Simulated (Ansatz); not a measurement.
Here is an Ansatz 0.2.0 calculation.

input.yaml

```yaml
crystal:
  lattice:
    - [0.0, 4.71625711, 7.3627753715]
    - [2.3595806657, 0.0, 7.3627753715]
    - [2.3595806657, 4.71625711, 0.0]
  atoms:
    - { symbol: Si, position: [0.93676892, 0.93676892, 0.56323108] }
    - { symbol: Si, position: [0.68676892, 0.68676892, 0.31323108] }
    - { symbol: Si, position: [0.31323108, 0.31323108, 0.68676892] }
    - { symbol: Si, position: [0.56323108, 0.56323108, 0.93676892] }
    - { symbol: O, position: [0.0634396, 0.4365604, 0.0634396] }
    - { symbol: O, position: [0.4365604, 0.0634396, 0.4365604] }
    - { symbol: O, position: [0.8134396, 0.1865604, 0.8134396] }
    - { symbol: O, position: [0.1865604, 0.8134396, 0.1865604] }
    - { symbol: O, position: [0.125, 0.625, 0.625] }
    - { symbol: O, position: [0.625, 0.625, 0.625] }
    - { symbol: O, position: [0.625, 0.625, 0.125] }
    - { symbol: O, position: [0.625, 0.125, 0.625] }
hamiltonian:
  xc: pbesol
  pseudopotentials: { kind: paw }
kpoints:
  mp_grid: { grid: [7, 7, 7] }
scf:
  occupations: { method: fermi_dirac, width: 0.05 }
output:
  forces: true
  stress: true
  eigenvalues: true
relax:
  f_tol: 0.01
  max_steps: 40
  cell: { stress_tol: 0.05 }
```

Potentials or basis: Ansatz PAW.

Command:

```bash
$ ansatz run input.yaml --threads 4 --pin off --max-ram 11264MiB --backend cpu --events-out ev --progress --plain --runs-dir out
```

(1) Predict the relaxed cell.

(2) Estimate the relaxed volume.

(3) What does it give for the band gap on the k mesh?

## Answers

(1) a = 8.779 Å, b = 7.759 Å, c = 5.297 Å, α = 82.18°, β = 61.11°, γ = 36.71°.

(2) 13.81 Å³/atom.

(3) 5.62 eV, direct.

Caveat: odd divisions of the mesh miss points on the zone boundary, where band edges often lie, so the gap on the mesh can be too wide; the plane-wave basis is chosen anew once the cell has moved, so the energies of steps on either side of that aren't comparable; the pressure holds a Pulay correction of +0.6 GPa for the finite cutoff; the PAW data sets come from PBE, with cores solved anew for the run's functional, which leaves a small shift of forces and pressure.
